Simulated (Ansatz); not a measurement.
# WC: the cost of one run

Program: Ansatz 0.2.0. Level of theory: DFT PBEsol, scalar-relativistic, plane waves, PAW. These are calculated values, not measurements.

2 further runs of the same task are left out: 2 set aside as unsound or not needed. Runs told in other sessions of the task aren't counted.

### Step 1. The starting structure

It takes space group P-6m2 (No. 187, hexagonal). The conventional cell has a = 2.898 Å, b = 2.898 Å, c = 2.828 Å, α = 90.00°, β = 90.00°, γ = 120.00°. W (site symmetry -6m2) is surrounded by 6 C at 2.19 Å. C (site symmetry -6m2) has 6 W at 2.19 Å in its first shell of neighbours.

As a file:

```
CELL_PARAMETERS angstrom
-2.89841 0.00000 0.00000
-1.44921 -2.51010 0.00000
0.00000 0.00000 8.48284
ATOMIC_POSITIONS crystal
W 0.00000 0.00000 0.00000
W 0.00000 0.00000 0.33333
W 0.00000 0.00000 0.66667
C 0.66667 0.66667 0.16667
C 0.66667 0.66667 0.50000
C 0.66667 0.66667 0.83333
```

It is built from the cell relaxed beforehand with the same method (10.29 Å³/atom).

### Step 2. Zero of energy

The cell is repeated 3 times, 6 atoms in all. The reference gives a free energy of -31511.1941 eV, pressure 0.04 GPa, largest force 0.000 eV/Å and gap on the mesh none (metal). It was computed beforehand with the settings of the runs below.

### Step 3. Setting up sliding across a plane

The cut lies on the cell's a–b face, a (0 0 1) plane of area 7.28 Å², between layers 1.41 Å apart (W below, C above); the cell is 8.5 Å thick. Vector c is tilted by f times 1·a + 0·b (length 2.898 Å) with the atoms' Cartesian places fixed: one unrelaxed fault per cell.

### Step 4. Point f = 0.200

File input.yaml:

```yaml
crystal:
  lattice:
    - [-2.898413667, 0.0, 0.0]
    - [-1.4492068335, -2.5100998663, 0.0]
    - [-0.5796827334, 0.0, 8.4828357108]
  atoms:
    - { symbol: W, position: [-0.18333, 0.0, 0.91665] }
    - { symbol: W, position: [-0.0499966667, 0.0, 0.2499833333] }
    - { symbol: W, position: [-0.1166633333, 0.0, 0.5833166667] }
    - { symbol: C, position: [0.6500033333, 0.6666666667, 0.0833166667] }
    - { symbol: C, position: [0.5833366667, 0.6666666667, 0.41665] }
    - { symbol: C, position: [0.51667, 0.6666666667, 0.7499833333] }
basis:
  ecutwfc: 420
kpoints:
  mp_grid: { grid: [23, 23, 7] }
hamiltonian:
  xc: pbesol
scf:
  occupations: { method: gaussian, width: 0.15 }
output:
  forces: true
  stress: true
  eigenvalues: true
```

Started as:

```bash
> ansatz run input.yaml --threads 2 --pin off --max-ram 5120MiB --backend cpu --events-out ev --progress --plain --runs-dir out
```

What time and memory should one allow on 2 threads of Intel Xeon Platinum 8488C (Sapphire Rapids), shared host?

About 97 s, with a peak of 2.7 GiB.
